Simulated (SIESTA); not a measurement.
Co, a slab with vacuum:

```
CELL_PARAMETERS angstrom
2.48736 0.00000 0.00000
-1.24368 2.15412 0.00000
0.00000 0.00000 25.23836
ATOMIC_POSITIONS crystal
Co 0.33333 0.66667 0.29717
Co 0.66667 0.33333 0.38084
Co 0.33333 0.66667 0.45816
Co 0.66667 0.33333 0.54184
Co 0.33333 0.66667 0.61916
Co 0.66667 0.33333 0.70283
```

Program: SIESTA 5.4.2. Alike in all runs: task band structure; level PBE; spin collinear, ferromagnetic start; cell as given; k mesh 7 × 7 × 1; smearing fermi-dirac 0.05 eV; grid cutoff 800 Ry; energy shift 0.003 Ry; the mesh is coarse, so values aren't converged. Hardware: 1 thread of Arm Neoverse V2, on a shared host.

**Question.** Order these runs on this cell by their wall time, lowest first.
A. potentials or basis PseudoDojo 0.4 standard (PBE files), DZ (energy shift 0.003 Ry; two zetas on semicore shells)
B. potentials or basis PseudoDojo 0.4 standard (PBE files), TZDP (energy shift 0.003 Ry; two zetas on semicore shells)
C. potentials or basis PseudoDojo 0.4 standard (PBE files), DZP (energy shift 0.003 Ry; two zetas on semicore shells)
D. potentials or basis PseudoDojo 0.4 standard (PBE files), SZ (energy shift 0.003 Ry)

**Answer.** D (48 s), A (100 s), C (230 s), B (480 s).

Caveats: all runs use coarse meshes; the basis has no polarisation orbitals (some runs).
